Question: Can I estimate on paper which planes of a slab hold the states just above the Fermi level?

I am looking at a PBE calculation of a thin GaAs slab: nine atomic planes, with bare As on both faces. The states from the Fermi level up to 0.25 eV above it have been divided among the planes. The plane formula names the element in each plane, and the plane height is measured from the top atom, so row 9 is the upper face and row 1 the lower one. The plane share is the fraction of the states in this energy window that belongs to the plane.

States from 0 to 0.25 eV above the Fermi level in a clean, As-terminated GaAs(100) 1 × 1 slab, divided by atomic plane with every state counted in full; heights are measured from the top atom. Calculated with Ansatz 0.2.0 using scalar-relativistic, non-spin-polarised PBE, plane-wave PAW, a 420 eV cutoff, a 15 × 15 × 1 k mesh and 0.05 eV Gaussian smearing.

```
row  plane share  plane formula  plane height (Å)
  1        0.250             As           -11.576
  2        0.089             Ga           -10.163
  3        0.067             As            -8.749
  4        0.058             Ga            -7.336
  5        0.075             As            -5.862
  6        0.057             Ga            -4.392
  7        0.077             As            -2.939
  8        0.084             Ga            -1.449
  9        0.243             As             0.000
```

The two faces clearly stand out, yet the inside is far from empty. Is there a rule I could work out in my head that gives these values, and how far should I trust it?

Answer:

Start with two extremes. If neither the surface nor the element made a difference, each of the nine planes would hold one ninth of the states, about 0.11. If the states were bound strictly to the two faces, each face would hold half and the inside nothing. The calculated slab lies between these limits: the outer planes hold about a quarter each, and the seven inner planes share the remaining half.

To see why the faces are favoured, count electrons. In bulk GaAs every As atom has four Ga neighbours, and each bond holds two electrons, of which Ga supplies three quarters of one on average. An As atom on the face has lost two of its Ga neighbours, and with them one and a half electrons. The two faces together are therefore three electrons short of filling the shells of all the As atoms. Bands that would otherwise be full stay partly empty, and the Fermi level cuts through them.

The lost neighbours also matter for the energy. An As orbital that points at a Ga atom is lowered by bonding, while one that points into vacuum is not. Such leftover orbitals lie near the top of the filled bands, which is just where the Fermi level falls in this slab. A narrow window at the Fermi level should therefore catch more of an outer As atom than of an inner one.

The table supports the part of this argument that concerns position. The inner As planes are the same element as the outer ones, yet they hold only about 0.07 each. The slight relaxation of the upper face matters little by comparison: the lower half of the slab was held at bulk positions and the upper half was relaxed, and both faces show the same peak. That broken bonds are the reason remains an argument from theory, because both faces here are bare. If it is right, a face whose leftover orbitals were saturated, with the lost electrons supplied, should lose its peak.

Why, then, does half of the weight sit inside? The shortage of electrons arises at the faces, but the states left empty need not stay there. The top of the valence band in GaAs consists of states that run through the whole crystal. In a slab this thin they can lie close in energy to the surface orbitals and mix with them, so the window collects both kinds. This, too, is standard theory rather than something the plane shares can settle.

All of this fits into a single number. Give every inner plane the weight 1 and each outer plane the weight w, which says how many times more an outer plane counts than an inner one. The shares must add up to one, so each weight is divided by the total, which is 2w for the two faces plus 7 for the inner planes:

outer share = w / (2w + 7)

inner share = 1 / (2w + 7)

With w = 1 this returns the even spread, and with a very large w it puts half of the states on each face. The theory above says that w should exceed 1, but not by how much, so its size has to come from a calculation. Here the average outer plane holds 3.4 times as much as the average inner one. I round this to w = 3.5, because the total is then a convenient 14.

Now take the upper face, row 9:

outer share = 3.5 / 14 = 0.25

The calculation gives 0.243, so the estimate is 3% too high. For an inner plane take row 6, a Ga plane in the middle of the slab:

inner share = 1 / 14 ≈ 0.07

Here the calculated share is 0.057, and the estimate is 25% too high, the largest relative miss in the table. Both rows were among the nine from which w was read, so these comparisons show how well one number summarises this slab, not how well it predicts another.

The quality of the rule depends on the element. For all five As planes it comes within 8% of the calculated share, while for the four Ga planes it is off by 15 to 25%. The Ga planes next to the faces hold more than the rule says, and the two deeper ones hold less. A likely reason for the first miss is that a surface orbital does not stop at its own plane but reaches into the bonds behind it, whereas the rule treats the step from outer to inner as sharp. The second miss is to be expected because the states at the top of the valence band sit more on As than on Ga, and the rule ignores the element.

You can soften the step at the faces by letting the surface excess fall off exponentially with depth above a constant background. Fitted to all nine rows, this form lowers the typical miss from about 0.010 to 0.006 in the share, as the output below shows. It needs three adjusted constants instead of one, however, and its decay length rests mainly on the two Ga planes next to the faces. For a mental estimate I would keep the sharp step and remember that the first plane below the face comes out somewhat too low.

There is also little point in refining the rule much further. The window contains few calculated levels, and a single one can carry about 3% of its weight. If one such level moved across the edge of the window, a plane's share could change by several thousandths. The difference between the two faces, 0.007, is of that size and needs no explanation. The contrast between outer and inner planes is many times larger than that.

Be careful, too, about what a share means. The table does not say how space was divided among the planes. If it was cut into slices, an outer slice also takes in the orbital tails on its vacuum side, and part of w may reflect that division rather than extra states. The whole window holds about 1.2 states per surface cell, so a quarter of it is roughly 0.3 states on each face. These states are mostly empty, and each is counted in full whether or not an electron occupies it. The rule therefore tells you where the low-lying empty states sit, not how much charge a plane carries. They are Kohn-Sham levels of PBE, so their energies are only an approximate guide to the cost of adding an electron.

The value w = 3.5 belongs to this energy window and this thickness. For a thicker slab it is tempting to replace the 7 by the new number of inner planes, but the electron count warns against it. The two faces are short of three electrons however much crystal lies between them, so the inner planes cannot each keep the same number of empty states as more are added. How the states would then divide between faces and interior has to be calculated afresh. The window is also narrower than the spin-orbit splitting at the top of the GaAs valence band, roughly a third of an eV, and the calculation leaves that effect out. It also rules out any spin polarisation, although the cell has an odd number of electrons, and a magnetic moment could shift states into or out of the window.

For work on real wafers the most important limit is the surface itself. The small surface cell used here forces all As atoms of a face to stay equivalent. On a real As-rich GaAs(001) surface they pair up into dimers and rearrange in larger patterns, which can remove the electron shortage and leave the surface semiconducting. The quarter on each face is thus a property of the ideal, unreconstructed cut. What does carry over to other cuts of GaAs is the way of reasoning. Find the atoms that have lost neighbours, let any Ga atoms among them hand over the electrons of their broken bonds, and see whether the leftover orbitals of the As atoms can be filled. If electrons are still missing, as they are here, expect the states near the Fermi level to lean towards those As atoms.

Printed output of the fit:

```
Rule of thumb against the table:
  row  depth_A  share     rule  rule_less_share  miss_percent
    1        0   0.25     0.25                0             0
    2    1.413  0.089  0.07143         -0.01757        -19.74
    3    2.827  0.067  0.07143         0.004429          6.61
    4     4.24  0.058  0.07143          0.01343         23.15
    5    5.714  0.075  0.07143        -0.003571        -4.762
    6    4.392  0.057  0.07143          0.01443         25.31
    7    2.939  0.077  0.07143        -0.005571        -7.236
    8    1.449  0.084  0.07143         -0.01257        -14.97
    9        0  0.243     0.25            0.007         2.881
Sum of the two outer shares: 0.493
Sum of the seven inner shares: 0.507
Mean outer share over mean inner share: 3.403
Rms miss of the rule (share): 0.01037
Largest miss of the rule, either sign (percent): 25.31
Rms miss of an even spread of 1/9 (share): 0.07308
Mean share of the two subsurface Ga planes: 0.0865
Mean share of the three inner As planes: 0.073
Mean share of the two deeper Ga planes: 0.0575
fit of plane_share on 9 rows: constant 0.06533 +/- 0.003, coefficient of exp(-depth/s) 0.1811 +/- 0.0063, s 0.6783; rms 0.00621, worst 5 -0.00963, leave-one-out rms 0.00849
Electrons missing from full As octets (per cell): 3
States from 0 to 1.5 eV above the Fermi level (per cell): 3.049
Weight of one general mesh level in the window (percent): 3.03
Difference between the two outer shares: 0.007
```
